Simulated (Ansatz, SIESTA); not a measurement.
Given: the input of a run of Ansatz 0.2.0 on SiMo3. Atoms were shifted at random by some hundredths of an Å from the given cell, which wasn't relaxed again for these runs. 

File input.yaml:

```yaml
crystal:
  lattice:
    - [4.889, 0.0, 0.0]
    - [0.0, 4.889, 0.0]
    - [0.0, 0.0, 4.889]
  atoms:
    - { symbol: Mo, position: [0.003505, 0.501613, 0.249395] }
    - { symbol: Mo, position: [-0.005082, 0.516837, 0.748359] }
    - { symbol: Mo, position: [0.505594, 0.258879, -0.001576] }
    - { symbol: Mo, position: [0.749259, -0.005591, 0.503759] }
    - { symbol: Mo, position: [0.501388, 0.7508, -0.002841] }
    - { symbol: Mo, position: [0.252666, 0.002212, 0.506788] }
    - { symbol: Si, position: [0.512347, 0.48954, 0.497966] }
    - { symbol: Si, position: [0.00821, -0.005595, 0.001697] }
hamiltonian:
  xc: pbesol
  pseudopotentials: { kind: paw }
kpoints:
  mp_grid: { grid: [6, 6, 6] }
scf:
  occupations: { method: fermi_dirac, width: 0.05 }
output:
  forces: true
  stress: true
  eigenvalues: true
```

Potentials or basis: Ansatz PAW.

Command:

```console
$ ansatz run input.yaml --threads 4 --pin off --max-ram 11264MiB --backend cpu --events-out ev --progress --plain --runs-dir out
```

Task: What does the same run look like in SIESTA 5.4.2? Potentials or basis there: files PseudoDojo sr-pbesol-0.4.1-standard, DZP (energy shift 0.003 Ry; two zetas on semicore shells).

Result: As run (cutoffs and basis follow the program's own potentials, and thresholds, step limits or extra output files can differ):

File SiMo3.fdf:

```
SystemName                      SiMo3
SystemLabel                     SiMo3
NumberOfSpecies                 2
NumberOfAtoms                   8
%block ChemicalSpeciesLabel
  1  42 Mo
  2  14 Si
%endblock ChemicalSpeciesLabel

LatticeConstant                 1.0 Ang
%block LatticeVectors
     4.8890000000     0.0000000000     0.0000000000
     0.0000000000     4.8890000000     0.0000000000
     0.0000000000     0.0000000000     4.8890000000
%endblock LatticeVectors
AtomicCoordinatesFormat         Fractional
%block AtomicCoordinatesAndAtomicSpecies
     0.0035050000     0.5016130000     0.2493950000  1  Mo
    -0.0050820000     0.5168370000     0.7483590000  1  Mo
     0.5055940000     0.2588790000    -0.0015760000  1  Mo
     0.7492590000    -0.0055910000     0.5037590000  1  Mo
     0.5013880000     0.7508000000    -0.0028410000  1  Mo
     0.2526660000     0.0022120000     0.5067880000  1  Mo
     0.5123470000     0.4895400000     0.4979660000  2  Si
     0.0082100000    -0.0055950000     0.0016970000  2  Si
%endblock AtomicCoordinatesAndAtomicSpecies

%block kgrid.MonkhorstPack
    6   0   0  0.0
    0   6   0  0.0
    0   0   6  0.0
%endblock kgrid.MonkhorstPack
XC.Functional                   GGA
XC.Authors                      PBEsol
PAO.BasisSize                   DZP
PAO.EnergyShift                 0.003 Ry
Mesh.Cutoff                     800 Ry
OccupationFunction              FD
ElectronicTemperature           0.05 eV
MaxSCFIterations                120
SCF.MustConverge                false
SCF.Mixer.Method                Pulay
SCF.Mixer.Weight                0.25
SCF.Mixer.History               8
SCF.DM.Tolerance                5.0e-05
SCF.H.Tolerance                 1.0e-03 eV
WriteForces                     true
Charge.Mulliken                 end
%block PAO.Basis
  Mo 5
  n=4 0 2
    3.234 0.000
  n=5 0 2
    8.897 0.000
  n=4 1 2
    3.729 0.000
  n=5 1 1
    8.897
  n=4 2 2
    6.735 0.000
%endblock PAO.Basis
```

Potentials or basis: PseudoDojo 0.4 standard (PBEsol files), converted to PSML, two zetas on semicore shells, DZP (energy shift 0.003 Ry; two zetas on semicore shells).

The run is started by

```bash
$ siesta < SiMo3.fdf > SiMo3.out 2>&1
```

Both were run:

|  | Ansatz | SIESTA |
| --- | --- | --- |
| Pressure | -3.7 GPa | 0.4 GPa |
| Largest force | 1.326 eV/Å | 1.390 eV/Å |
| Energy over the undisturbed cell | 15.7 meV/atom | 16.7 meV/atom |

Ansatz's pressure holds a Pulay term of +0.03 GPa for its cutoff of 420 eV, which the other run lacks.

Ansatz's potentials were made for PBE.

Where Ansatz's input types no cutoff or centring, it takes its own default and a Γ-centred mesh.

The two runs disagree by more than potentials and bases usually give (in gap, levels, pressure or energy); the cause wasn't traced.

Pressure is positive in compression.
